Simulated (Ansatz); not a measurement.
Input and command of a calculation in Ansatz (plane waves; scalar-relativistic PAW potentials unless the input names others):

```yaml
crystal:
  lattice:
    - [3.8109987816, 0.0, 0.0]
    - [-1.9054993908, 3.3004217586, 0.0]
    - [0.0, 0.0, 6.137]
  atoms:
    - { symbol: Sn, position: [0.0, 0.0, 0.0] }
    - { symbol: Se, position: [0.3918668116, 0.7095161467, 0.25] }
    - { symbol: Se, position: [0.6081331884, 0.2904838533, 0.75] }
basis:
  ecutwfc: 420
kpoints:
  mp_grid: { grid: [12, 12, 6] }
hamiltonian:
  xc: pbe
  dispersion: d3bj
  pseudopotentials: { kind: nc, accuracy: standard }
scf:
  occupations: { method: gaussian, width: 0.05 }
output:
  forces: true
  eigenvalues: true
  stress: true
```

```bash
ansatz run input.yaml --threads 2 --pin off --max-ram 5120MiB --backend cpu --events-out ev --progress --plain --runs-dir out
```

Abridged log:
```
Warning: basis.ecutwfc = 420 eV is below the records' recommended 1170.089609 eV, and the density's cutoff is lower with it unless basis.ecutrho_ratio is high enough to keep the records' density cutoff: compare with a run at a higher cutoff
Basis set: ecut = 420 eV, 1485 PW (Γ), exchange–correlation on 54×54×90 points (8 copies of the dense FFT grid, shifted against one another)
Bands: 28, of which v1, the nominal top of the filled ones, is band 23 counted from 1 (22 counted from 0)
Symmetry: 2 space group operations
k-points: 436 of 864
SCF iter   1: F=—  HF=-8393.699842 eV  |F-HF|=—  |Δ(HF+E_count)|=         —  Δρ=7.35e-1  dr2=9.96e1  ethr=3.10e-3  ⟨swp⟩=5.9  Hψ=58478  notcnv=0
SCF iter   2: F=—  HF=-8348.670859 eV  |F-HF|=—  |Δ(HF+E_count)|=    4.50e1  Δρ=3.67e-1  dr2=2.23e1  ethr=3.10e-3  ⟨swp⟩=4.1  Hψ=38210  notcnv=0  defer=435
SCF iter   3: F=—  HF=-8335.668035 eV  |F-HF|=—  |Δ(HF+E_count)|=    1.30e1  Δρ=2.14e-2  dr2=1.31e-1  ethr=3.10e-3  ⟨swp⟩=3.0  Hψ=25375  notcnv=0  defer=435
SCF iter   4: F=—  HF=-8335.613458 eV  |F-HF|=—  |Δ(HF+E_count)|=   5.46e-2  Δρ=4.29e-3  dr2=7.02e-3  ethr=2.85e-4  ⟨swp⟩=4.0  Hψ=28961  notcnv=0  defer=436
SCF iter   5: F=—  HF=-8335.612250 eV  |F-HF|=—  |Δ(HF+E_count)|=   1.21e-3  Δρ=8.03e-4  dr2=4.04e-4  ethr=1.53e-5  ⟨swp⟩=2.0  Hψ=15276  notcnv=0
automatic band count: iteration 5 solves 27 bands in place of 28: the levels show a gap, and the empty bands left out lie too high to hold charge; the band table lists the bands solved (type scf.n_extra_bands for more)
SCF iter   6: F=—  HF=-8335.612652 eV  |F-HF|=—  |Δ(HF+E_count)|=   4.03e-4  Δρ=1.70e-4  dr2=2.38e-5  ethr=8.79e-7  ⟨swp⟩=2.0  Hψ=15257  notcnv=0
SCF iter   7: F=—  HF=-8335.612879 eV  |F-HF|=—  |Δ(HF+E_count)|=   2.27e-4  Δρ=4.64e-5  dr2=1.15e-6  ethr=5.16e-8  ⟨swp⟩=2.1  Hψ=21371  notcnv=0
SCF iter   8: F=-8335.612881 eV  HF=-8335.612881 eV  |F-HF|=1.20e-7  |Δ(HF+E_count)|=   1.47e-6  Δρ=9.92e-6  dr2=6.96e-8  ethr=2.17e-10  ⟨swp⟩=7.4  Hψ=58807  notcnv=0
SCF 1 converged in 8 iterations: F = -8335.612881 eV  dr2 = 6.96e-8
SCF converged after 8 iterations
Free energy (F): -8335.612881 eV
Harris-Foulkes:  -8335.612881 eV  (|F-HF|=1.20e-7)
Internal energy: -8335.612881 eV  (E = F + TS)
E sigma→0 (E₀):  -8335.612881 eV
Fermi energy:    8.593608 eV
  E_disp       = -1.082818  (pairwise vdW)
--- Forces (eV/Å), atoms counted from 1 ---
  atom   1  Sn     0.00000000     0.00000000     0.00000000
  atom   2  Se    -0.48128298    -0.37274230     0.20828093
  atom   3  Se     0.48128298     0.37274230    -0.20828093
--- Stress (GPa, compression-positive) ---
       -4.053693      -0.334983      -2.167252
       -0.334983      -3.684092      -2.560938
       -2.167252      -2.560938      -5.529113
  P = ⅓ Tr σ = -4.4223 GPa (-44.223 kbar)
```

Apart from outputs and empty bands, the input differs from a reference run on usual settings in hamiltonian.pseudopotentials: not typed → {"kind": "nc", "accuracy": "standard"}. The reference, at the same geometry (not necessarily relaxed), gave pressure 4.20 GPa, largest force 1.443 eV/Å, gap on the mesh 0.43 eV. This run converged in 8 SCF iterations (reference: 6) with a total energy on another zero, pressure -4.42 GPa, largest force 0.643 eV/Å, gap on the mesh 0.58 eV. Its cutoff is looser than usual. The Hamiltonian differs as well, so the change in the result can't be put down to that alone.

The run took 30 s on 2 threads of Intel(R) Xeon(R) Platinum 8259CL CPU @ 2.50GHz (Skylake/Cascade Lake) (shared host), peak memory 0.77 GiB.